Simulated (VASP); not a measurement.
# BiTe (R-3m) in VASP: a series of runs

Runs on BiTe. Level: PBE. Tasks: single point.

Program: VASP 6.6.1. These are calculated values, not measurements. Logs are shortened: lines on timing, memory, paths and dates and some standing lists are left out, and cuts for length are marked.

### Step 1. The structure

It takes space group R-3m (No. 166, trigonal). The conventional cell has a = 4.845 Å, b = 4.845 Å, c = 9.952 Å, α = 90.00°, β = 90.00°, γ = 120.00°. Bi (site symmetry -3m) has 6 Te at 3.25 Å as nearest neighbours. Te (site symmetry -3m) is surrounded by 6 Bi at 3.25 Å.

The cell comes from a database or a generator and needn't be the stable form of this composition.

### Step 2. Single point, PBE

The input, INCAR:

```
PREC = Low
ENCUT = 450
EDIFF = 1E-7
ISMEAR = 0
SIGMA = 0.05
LREAL = F
LASPH = T
NELM = 100
ALGO = Normal
ISIF = 2
LWAVE = F
LCHARG = F
GGA = PE
NBANDS = 18
ADDGRID = F
```

The input, KPOINTS:

```
Automatic mesh
0
Gamma
  6 6 6
```

The input, POSCAR:

```
BiTe
1.0
    2.4227077728      1.3987509848      3.3172919545
   -2.4227077728      1.3987509848      3.3172919545
    0.0000000000     -2.7975019696      3.3172919545
Bi Te
1 1
Direct
    0.5000000000      0.5000000000      0.5000000000
    0.0000000000      0.0000000000      0.0000000000
```

Potentials or basis: VASP PAW PBE potentials, release 64 (Bi_d, Te).

Run with:

```bash
cat potpaw_PBE.64/Bi_d/POTCAR potpaw_PBE.64/Te/POTCAR > POTCAR
mpirun -np 1 vasp_std > vasp.out
```

OUTCAR:

```text
PREC = Low
   ENCUT = 450
   EDIFF = 1E-7
   ISMEAR = 0
   LREAL = F
   LASPH = T
   NELM = 100
   ISIF = 2
   GGA = PE

 Found     32 irreducible k-points:

 Following reciprocal coordinates:
            Coordinates               Weight
  0.000000  0.000000  0.000000      1.000000
  0.166667 -0.000000  0.000000      6.000000
  0.333333 -0.000000  0.000000      6.000000
  0.500000 -0.000000  0.000000      3.000000
  0.166667  0.166667  0.000000      6.000000
  0.333333  0.166667  0.000000     12.000000
   k-points           NKPTS =     32   k-points in BZ     NKDIM =     32   number of bands    NBANDS=     18
   number of dos      NEDOS =    301   number of ions     NIONS =      2
   total plane-waves  NPLWV =  13824
   dimension x,y,z NGX =    24 NGY =   24 NGZ =   24
   dimension x,y,z NGXF=    24 NGYF=   24 NGZF=   24
   ions per type =               1   1
   NGX,Y,Z   is equivalent  to a cutoff of   9.19,  9.19,  9.19 a.u.
   NGXF,Y,Z  is equivalent  to a cutoff of   9.19,  9.19,  9.19 a.u.
 SYSTEM =  unknown system
   PREC   = low       normal or accurate (medium, high low for compatibility)
   ISTART =      0    job   : 0-new  1-cont  2-samecut
   ICHARG =      2    charge: 1-file 2-atom 10-const
   ISPIN  =      1    spin polarized calculation?
   LNONCOLLINEAR =      F non collinear calculations
   LSORBIT =      F    spin-orbit coupling
   LASPH  =      T    aspherical Exc in radial PAW
   ENCUT  =  450.0 eV  33.07 Ry    5.75 a.u.   7.51  7.51  7.51*2*pi/ulx,y,z
   NELM   =    100;   NELMIN=  2; NELMDL= -5     # of ELM steps
   EDIFF  = 0.1E-06   stopping-criterion for ELM
[... 30 lines left out ...]
 non-spin polarized calculation
 Gauss-broadening in eV      SIGMA  =   0.05
  energy-cutoff  :      450.00
  volume of cell :       67.45
 maximum number of plane-waves:      1487
   NGX = 15   NGY = 15   NGZ = 15

 number of electron      20.9999090 magnetization

 Free energy of the ion-electron system (eV)
  ---------------------------------------------------
  ext. energy  EPLUGINS =         0.00000000
  ---------------------------------------------------
  free energy    TOTEN  =        -7.18356838 eV

  energy without entropy =       -7.18148600  energy(sigma->0) =       -7.18252719

 E-fermi :   6.6437     XC(G=0):  -9.4785

 val. band max:        6.6302934278   @ k =   0.5000   0.3333   0.1667
 cond. band min:       6.6759860640   @ k =   0.3333   0.3333   0.1667
 fundamental gap:      0.0456926362
 Fermi energy:         6.6437438110

 k-point     1 :       0.0000    0.0000    0.0000
  band No.  band energies     occupation
      1     -16.5616      2.00000
      2     -16.5616      2.00000
      3     -16.5499      2.00000
      4     -16.5499      2.00000
      5     -16.5342      2.00000
      6      -6.8131      2.00000
[... 10 lines left out ...]
     17      13.3157      0.00000
     18      13.5493      0.00000

 k-point     2 :       0.1667   -0.0000    0.0000
  band No.  band energies     occupation
      1     -16.5615      2.00000
      2     -16.5611      2.00000
      3     -16.5513      2.00000
      4     -16.5481      2.00000
      5     -16.5337      2.00000
      6      -6.5773      2.00000
[... 10 lines left out ...]
     17      14.1924      0.00000
     18      14.6057      0.00000

 k-point     3 :       0.3333   -0.0000    0.0000
  band No.  band energies     occupation
      1     -16.5619      2.00000
      2     -16.5606      2.00000
      3     -16.5533      2.00000
      4     -16.5449      2.00000
      5     -16.5316      2.00000
      6      -5.8872      2.00000
[... 10 lines left out ...]
     17      15.4296      0.00000
     18      16.3743      0.00000

 k-point     4 :       0.5000   -0.0000    0.0000
  band No.  band energies     occupation
      1     -16.5622      2.00000
      2     -16.5608      2.00000
      3     -16.5539      2.00000
      4     -16.5438      2.00000
      5     -16.5299      2.00000
      6      -4.9063      2.00000
[... 10 lines left out ...]
     17      14.5167      0.00000
     18      17.3230      0.00000

 k-point     5 :       0.1667    0.1667    0.0000
  band No.  band energies     occupation
      1     -16.5629      2.00000
      2     -16.5604      2.00000
      3     -16.5510      2.00000
      4     -16.5464      2.00000
      5     -16.5338      2.00000
      6      -6.4841      2.00000
[... 10 lines left out ...]
     17      13.5261      0.00000
     18      13.8848      0.00000

 k-point     6 :       0.3333    0.1667    0.0000
  band No.  band energies     occupation
      1     -16.5641      2.00000
      2     -16.5600      2.00000
      3     -16.5522      2.00000
      4     -16.5430      2.00000
      5     -16.5322      2.00000
      6      -5.9496      2.00000
[... 10 lines left out ...]
     17      14.8722      0.00000
     18      15.5845      0.00000

 [... further k-points ...]
[... 5 lines left out ...]
  --------------------------------------------------------------------------------------
  -------------------------------------------------------------------------------------
  Total        0.0135986      0.0135986     -0.1426133     -0.0000000      0.0000000      0.0000000
  in kB        0.3230201      0.3230201     -3.3876155     -0.0000000      0.0000000      0.0000000
  external PRESSURE =      -0.9138584 kB  Pullay stress =       0.0000000 kB

 VOLUME and BASIS-vectors are now :
 -----------------------------------------------------------------------------
  energy-cutoff  :      450.00
  volume of cell :       67.45
      direct lattice vectors                 reciprocal lattice vectors
     2.422707773  1.398750985  3.317291954     0.206380648  0.119153923  0.100483568
    -2.422707773  1.398750985  3.317291954    -0.206380648  0.119153923  0.100483568
     0.000000000 -2.797501970  3.317291954     0.000000000 -0.238307845  0.100483568

 POSITION                                       TOTAL-FORCE (eV/Angst)
 -----------------------------------------------------------------------------------
      0.00000      0.00000      4.97594         0.000000      0.000000      0.000000
      0.00000      0.00000      0.00000         0.000000     -0.000000      0.000000
 -----------------------------------------------------------------------------------
    total drift:                               -0.000000      0.000000      0.000000

  FREE ENERGIE OF THE ION-ELECTRON SYSTEM (eV)
  ---------------------------------------------------
  free  energy   TOTEN  =        -7.1835683779 eV

  energy  without entropy=       -7.1814859976  energy(sigma->0) =       -7.18252719
```

stdout:

```text
POSCAR found type information on POSCAR BiTe
 POSCAR found :  2 types and       2 ions
 scaLAPACK will be used
 LDA part: xc-table for (Slater+PW92), standard interpolation
 POSCAR, INCAR and KPOINTS ok, starting setup
 FFT: planning ... GRIDC
 FFT: planning ... GRID_SOFT
 FFT: planning ... GRID
 WAVECAR not read
 entering main loop
```

Wall time 8.6 s (1 thread of Intel Xeon 6975P-C (Granite Rapids), shared host); peak memory 0.13 GiB.

These settings aren't checked as converged: the numbers below hold their error.

Results:

```
Free energy            : -7.1836 eV
Pressure               : -0.1 GPa
Band gap on the k mesh : none (metal or under the smearing width)
```

Caveat: spin-orbit coupling is left out, which moves the levels of the heavy elements.

### Step 3. Single point, PBE

INCAR is that of step 2.

KPOINTS is that of step 2.

The input, POSCAR:

```
BiTe
1.0
    2.4227077728      1.3987509848      3.3172919545
   -2.4227077728      1.3987509848      3.3172919545
    0.0000000000     -2.7975019696      3.3172919545
Bi Te
1 1
Direct
    0.5120250000      0.5038480000      0.5048510000
   -0.0040940000     -0.0152210000     -0.0035880000
```

Potentials or basis: VASP PAW PBE potentials, release 64 (Bi_d, Te).

Run with:

```bash
cat potpaw_PBE.64/Bi_d/POTCAR potpaw_PBE.64/Te/POTCAR > POTCAR
mpirun -np 1 vasp_std > vasp.out
```

Wall time 24 s (1 thread of Intel Xeon 6975P-C (Granite Rapids), shared host); peak memory 0.2 GiB.

The run converged, but some of its settings lie outside the range that counts as converged, so its numbers aren't taken as properties of the crystal.

Results:

```
Free energy            : -7.1683 eV
Pressure               : 0.2 GPa
Largest force          : 0.225 eV/Å
Band gap on the k mesh : none (metal or under the smearing width)
```

Caveat: spin-orbit coupling is left out, which moves the levels of the heavy elements.

### Step 4. Single point, PBE

INCAR: that of step 3 with these lines changed.

```diff
@@ -1,2 +1,2 @@
-PREC = Low
+PREC = Normal
 ENCUT = 450
```

KPOINTS is that of step 3.

The input, POSCAR:

```
BiTe
1.0
    2.4227077728      1.3987509848      3.3172919545
   -2.4227077728      1.3987509848      3.3172919545
    0.0000000000     -2.7975019696      3.3172919545
Bi Te
1 1
Direct
    0.5000000000      0.5000000000      0.5000000000
    0.0000000000      0.0000000000      0.0000000000
```

Run with:

```bash
cat potpaw_PBE.64/Bi_d/POTCAR potpaw_PBE.64/Te/POTCAR > POTCAR
mpirun -np 1 vasp_std > vasp.out
```

Wall time 11 s (1 thread of Intel Xeon 6975P-C (Granite Rapids), shared host); peak memory 0.16 GiB.

The run converged, but some of its settings lie outside the range that counts as converged, so its numbers aren't taken as properties of the crystal.

Results:

```yaml
Free_energy: -7.1844 eV
Pressure: -0.1 GPa
Band_gap_on_the_k_mesh: none (metal or under the smearing width)
```

Caveat: spin-orbit coupling is left out, which moves the levels of the heavy elements.

### Step 5. Single point, PBE

INCAR is that of step 4.

KPOINTS is that of step 4.

The input, POSCAR:

```
BiTe
1.0
    2.4227077728      1.3987509848      3.3172919545
   -2.4227077728      1.3987509848      3.3172919545
    0.0000000000     -2.7975019696      3.3172919545
Bi Te
1 1
Direct
    0.5120250000      0.5038480000      0.5048510000
   -0.0040940000     -0.0152210000     -0.0035880000
```

Potentials or basis: VASP PAW PBE potentials, release 64 (Bi_d, Te).

Run with:

```bash
cat potpaw_PBE.64/Bi_d/POTCAR potpaw_PBE.64/Te/POTCAR > POTCAR
mpirun -np 1 vasp_std > vasp.out
```

OUTCAR:

```text
PREC = Normal
   ENCUT = 450
   EDIFF = 1E-7
   ISMEAR = 0
   LREAL = F
   LASPH = T
   NELM = 100
   ISIF = 2
   GGA = PE

 Found    112 irreducible k-points:

 Following reciprocal coordinates:
            Coordinates               Weight
  0.000000  0.000000  0.000000      1.000000
  0.166667 -0.000000  0.000000      2.000000
 -0.000000  0.166667  0.000000      2.000000
  0.000000  0.000000  0.166667      2.000000
  0.333333 -0.000000  0.000000      2.000000
 -0.000000  0.333333  0.000000      2.000000
   k-points           NKPTS =    112   k-points in BZ     NKDIM =    112   number of bands    NBANDS=     18
   number of dos      NEDOS =    301   number of ions     NIONS =      2
   total plane-waves  NPLWV =  13824
   dimension x,y,z NGX =    24 NGY =   24 NGZ =   24
   dimension x,y,z NGXF=    48 NGYF=   48 NGZF=   48
   ions per type =               1   1
   NGX,Y,Z   is equivalent  to a cutoff of   9.19,  9.19,  9.19 a.u.
   NGXF,Y,Z  is equivalent  to a cutoff of  18.39, 18.39, 18.39 a.u.
 SYSTEM =  unknown system
   PREC   = normal    normal or accurate (medium, high low for compatibility)
   ISTART =      0    job   : 0-new  1-cont  2-samecut
   ICHARG =      2    charge: 1-file 2-atom 10-const
   ISPIN  =      1    spin polarized calculation?
   LNONCOLLINEAR =      F non collinear calculations
   LSORBIT =      F    spin-orbit coupling
   LASPH  =      T    aspherical Exc in radial PAW
   ENCUT  =  450.0 eV  33.07 Ry    5.75 a.u.   7.51  7.51  7.51*2*pi/ulx,y,z
   NELM   =    100;   NELMIN=  2; NELMDL= -5     # of ELM steps
   EDIFF  = 0.1E-06   stopping-criterion for ELM
   LREAL  =      F    real-space projection
   EDIFFG = 0.1E-05   stopping-criterion for IOM
   NSW    =      0    number of steps for IOM
   IBRION =     -1    ionic relax: 0-MD 1-quasi-New 2-CG
   NFREE  =      0    steps in history (QN), initial steepest desc. (CG)
   ISIF   =      2    stress and relaxation
   ISYM   =      2    0-nonsym 1-usesym 2-fastsym
   POTIM  = 0.5000    time-step for ionic-motion
   TEBEG  =    0.0;   TEEND  =   0.0 temperature during run
   PSTRESS=    0.0 pullay stress
   NELECT =      21.0000    total number of electrons
   NUPDOWN=      -1.0000    fix difference up-down
   EMIN   =  10.00;   EMAX   =-10.00  energy-range for DOS
   EFERMI =   0.00;   METHOD = LEGACY
   ISMEAR =     0;   SIGMA  =   0.05  broadening in eV -4-tet -1-fermi 0-gaus
   EFERMI_NEDOS =   21; number of points for ismear=-14 and -15
   IALGO  =     38    algorithm
   IMIX   =      4    mixing-type and parameters
     AMIX     =   0.40;   BMIX     =  1.00
     AMIX_MAG =   1.60;   BMIX_MAG =  1.00
  volume/ion in A,a.u.               =      33.72       227.58
  Fermi-wavevector in a.u.,A,eV,Ry     =   1.109573  2.096789 16.750837  1.231152
  Thomas-Fermi vector in A             =   2.246114
   LORBIT       =      0    0 simple, 1 ext, 2 COOP (PROOUT), +10 PAW based schemes
   GGA     = PE    functional components
   LHFCALC =     F    Hartree Fock is set to
   AEXX    =    0.0000 exact exchange contribution
   IVDW    =     0    specifies the selected vdW correction
   LEPSILON=     F    determine dielectric tensor
   LRPA    =     F    only Hartree local field effects (RPA)
 non-spin polarized calculation
 Gauss-broadening in eV      SIGMA  =   0.05
  energy-cutoff  :      450.00
  volume of cell :       67.45
 maximum number of plane-waves:      1487
   NGX = 15   NGY = 15   NGZ = 15

 number of electron      20.9999994 magnetization

 Free energy of the ion-electron system (eV)
  ---------------------------------------------------
  ext. energy  EPLUGINS =         0.00000000
  ---------------------------------------------------
  free energy    TOTEN  =        -7.16823092 eV

  energy without entropy =       -7.16593402  energy(sigma->0) =       -7.16708247

 E-fermi :   6.6079     XC(G=0):  -9.4757

 val. band max:        6.6056126580   @ k =   0.5000  -0.1667  -0.3333
 cond. band min:       6.6116730817   @ k =   0.3333   0.3333   0.1667
 fundamental gap:      0.0060604237
 Fermi energy:         6.6079377030

 k-point     1 :       0.0000    0.0000    0.0000
  band No.  band energies     occupation
      1     -16.5547      2.00000
      2     -16.5544      2.00000
      3     -16.5421      2.00000
      4     -16.5420      2.00000
      5     -16.5274      2.00000
      6      -6.8262      2.00000
[... 10 lines left out ...]
     17      13.3363      0.00000
     18      13.5652      0.00000
[... 85 lines left out ...]
 k-point     6 :      -0.0000    0.3333    0.0000
  band No.  band energies     occupation
      1     -16.5549      2.00000
      2     -16.5534      2.00000
      3     -16.5455      2.00000
      4     -16.5373      2.00000
      5     -16.5244      2.00000
      6      -5.9038      2.00000
[... 10 lines left out ...]
     17      15.4326      0.00000
     18      16.3603      0.00000

 [... further k-points ...]

------------------------ aborting loop because EDIFF is reached ----------------------------------------

  FORCE on cell =-STRESS in cart. coord.  units (eV):
  Direction    XX          YY          ZZ          XY          YZ          ZX
  --------------------------------------------------------------------------------------
  -------------------------------------------------------------------------------------
  Total        0.0572657      0.1505511     -0.0432787      0.0150677      0.0142553     -0.0053507
  in kB        1.3602807      3.5761693     -1.0280362      0.3579157      0.3386174     -0.1270987
  external PRESSURE =       1.3028046 kB  Pullay stress =       0.0000000 kB

 VOLUME and BASIS-vectors are now :
 -----------------------------------------------------------------------------
  energy-cutoff  :      450.00
  volume of cell :       67.45
      direct lattice vectors                 reciprocal lattice vectors
     2.422707773  1.398750985  3.317291954     0.206380648  0.119153923  0.100483568
    -2.422707773  1.398750985  3.317291954    -0.206380648  0.119153923  0.100483568
     0.000000000 -2.797501970  3.317291954     0.000000000 -0.238307845  0.100483568

 POSITION                                       TOTAL-FORCE (eV/Angst)
 -----------------------------------------------------------------------------------
      0.01981      0.00863      5.04469         0.017529     -0.063361     -0.223213
      0.02696     -0.01698      9.87590        -0.017529      0.063361      0.223213
 -----------------------------------------------------------------------------------
    total drift:                                0.001588      0.000714     -0.000058

  FREE ENERGIE OF THE ION-ELECTRON SYSTEM (eV)
  ---------------------------------------------------
  free  energy   TOTEN  =        -7.1682309208 eV

  energy  without entropy=       -7.1659340207  energy(sigma->0) =       -7.16708247
```

Wall time 23 s (1 thread of Intel Xeon 6975P-C (Granite Rapids), shared host); peak memory 0.22 GiB.

The run converged, but some of its settings lie outside the range that counts as converged, so its numbers aren't taken as properties of the crystal.

Results:

- Free energy: -7.1682 eV
- Pressure: 0.1 GPa
- Largest force: 0.233 eV/Å
- Band gap on the k mesh: none (metal or under the smearing width)

Caveat: spin-orbit coupling is left out, which moves the levels of the heavy elements.

### Step 6. For comparison

An earlier run on the cell as given: functional PBE; potentials or basis VASP PAW PBE potentials, release 64 (Bi_d, Te); cutoff 520 eV; k mesh 7 × 7 × 7; occupations fermi-dirac, width 0.05 eV; no spin polarisation.

- Pressure: 0.1 GPa
- Band gap on the k mesh: none (metal or under the smearing width)
